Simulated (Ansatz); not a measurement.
# Pb: the cost of one run

Computed with Ansatz 0.2.0 (DFT PBE, scalar-relativistic, plane waves, PAW, unless a step's input says otherwise).

The COD entry's cell or inner coordinates are ideal or old and differ from later refinements, so a difference from it is no clean test against experiment.

### Step 1. Starting point

It takes space group Fm-3m (No. 225, cubic). The conventional cell has a = 4.940 Å, b = 4.940 Å, c = 4.940 Å, α = 90.00°, β = 90.00°, γ = 90.00°. Pb (site symmetry m-3m) is surrounded by 12 Pb at 3.49 Å.

Structure file:

```cif
data_structure
_symmetry_space_group_name_H-M 'Fm-3m'
_symmetry_Int_Tables_number 225
_cell_length_a 4.9396
_cell_length_b 4.9396
_cell_length_c 4.9396
_cell_angle_alpha 90.000
_cell_angle_beta 90.000
_cell_angle_gamma 90.000
_cell_volume 120.52
loop_
_atom_site_label
_atom_site_type_symbol
_atom_site_symmetry_multiplicity
_atom_site_Wyckoff_symbol
_atom_site_fract_x
_atom_site_fract_y
_atom_site_fract_z
_atom_site_occupancy
Pb1 Pb 4 a 0.00000 0.00000 0.00000 1
```

No relaxation comes first: the listed cell is the starting point.

### Step 2. The reference cell

Reference values: F = -11906.4001 eV; pressure 2.74 GPa; largest force 0.000 eV/Å; gap on the mesh none (metal). It was computed beforehand with the settings of the runs below.

### Step 3. Next: a tetragonal deformation path

At fixed volume and fractional coordinates, lengths along (0.000, 0.000, 1.000) are scaled against those across it; ρ is that ratio over its starting value.

### Step 4. Point ρ = 0.707

File input.yaml:

```yaml
crystal:
  lattice:
    - [0.0, 2.7723963284, 1.9600842042]
    - [2.7723963284, 0.0, 1.9600842042]
    - [2.7723963284, 2.7723963284, 0.0]
  atoms:
    - { symbol: Pb, position: [0.0, 0.0, 0.0] }
basis:
  ecutwfc: 420
kpoints:
  mp_grid: { grid: [18, 18, 18] }
hamiltonian:
  xc: pbe
scf:
  occupations: { method: gaussian, width: 0.15 }
output:
  forces: true
  stress: true
  eigenvalues: true
```

Launch:

```
> ansatz run input.yaml --threads 1 --pin off --max-ram 2560MiB --backend cpu --events-out ev --progress --plain --runs-dir out
```

Q: Estimate wall time and peak memory on 1 thread of Arm Neoverse V1, shared host.

About 8.6 s, with a peak of 0.41 GiB.
